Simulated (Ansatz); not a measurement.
Rows from a G0W0 calculation on SiC (Moissanite) (Ansatz 0.2.0; G0W0 on PBE, plane waves, PAW; 6×6×2 mesh, 265 empty bands, screening to 96 eV), in eV. Spin-orbit coupling is left out.

```tsv
row	k	band	start	Σx	Σc at the solution	Vxc
A	Γ	c2	14.846	-9.026	-4.710	-14.431
B	Γ	c1	14.675	-9.126	-4.661	-14.480
C	Γ	v1	9.513	-18.335	2.265	-15.747
D	(0.000, -0.500, 0.000)	c1	11.526	-7.556	-3.839	-11.772
E	(0.000, -0.500, 0.000)	c2	11.717	-7.424	-3.967	-11.784
F	(0.000, -0.500, 0.000)	v1	8.408	-18.608	2.569	-15.606
```

Q: Give the quasiparticle energies and the shift of each level.

The quasiparticle equation reads E = start + Σx + Σc(E) − Vxc.

```tsv
row	E (eV)	shift (eV)
A	15.541	+0.695
B	15.368	+0.693
C	9.191	−0.322
D	11.903	+0.376
E	12.109	+0.392
F	7.976	−0.433
```

Limits: not at the basis limit.

[Paths, hosts, dates, memory and timing lines, banners, echoed tables and standing remarks are left out of the program output.]

[Logs are printed without paths, hosts, clocks, repeated set-up lines and the standing remarks that a program may print on its own settings, such as how far it seeks lower states.]

[Runs of the session that timed out or met a known fault of the program may be left out.]

[Cells called generated may have been cut or substituted from an entry of the Crystallography Open Database or the Materials Project.]

[Hosts, paths, dates, database ids (printed as entryN), source tags and the programs' standing remarks are cut or masked in the printed files.]
